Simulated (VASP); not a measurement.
AlN:

```
CELL_PARAMETERS angstrom
0.00000 1.96900 1.96900
1.96900 0.00000 1.96900
1.96900 1.96900 0.00000
ATOMIC_POSITIONS crystal
Al 0.00000 0.00000 0.00000
N 0.50000 0.50000 0.50000
```

Measurements of this composition are mostly on another form, of space group No. 186.

- Program: VASP 6.6.1
- Task: relaxation of cell and atoms
- Functional: PBE
- Potentials or basis: VASP PAW PBE potentials, release 64 (Al, N)
- Cutoff: 600 eV
- k mesh: 8 × 8 × 8
- Occupations: gaussian, width 0.01 eV
- Spin: no spin polarisation

At the start: pressure 30.0 GPa; volume 7.63 Å³/atom.

Question: How do energy, volume and symmetry change on relaxing?

Answer: Over 4 steps the energy falls by 67.7 meV/atom and the volume is 8.42 Å³/atom (+10.3 %); space group Fm-3m (No. 225, to 0.05 Å).

The path:
| step | energy change (eV) | largest force (eV/Å) | pressure (GPa) | volume (Å³) |
| --- | --- | --- | --- | --- |
| 1 | 0.0000 | 0.0000 | 29.98 | 15.27 |
| 2 | -0.0073 | 0.0000 | -20.86 | 18.65 |
| 3 | -0.1354 | 0.0000 | -0.40 | 16.87 |
| 4 | -0.1354 | 0.0000 | 0.10 | 16.83 |

Final structure:
```
Al N
1.0
     0.00000    2.03412    2.03412
     2.03412    0.00000    2.03412
     2.03412    2.03412    0.00000
Al N
1 1
Cartesian
  0.0000 0.0000 0.0000
  2.0341 2.0341 2.0341
```

Caveat: the volume moved by +10 % from the deposited cell, more than functionals usually miss.
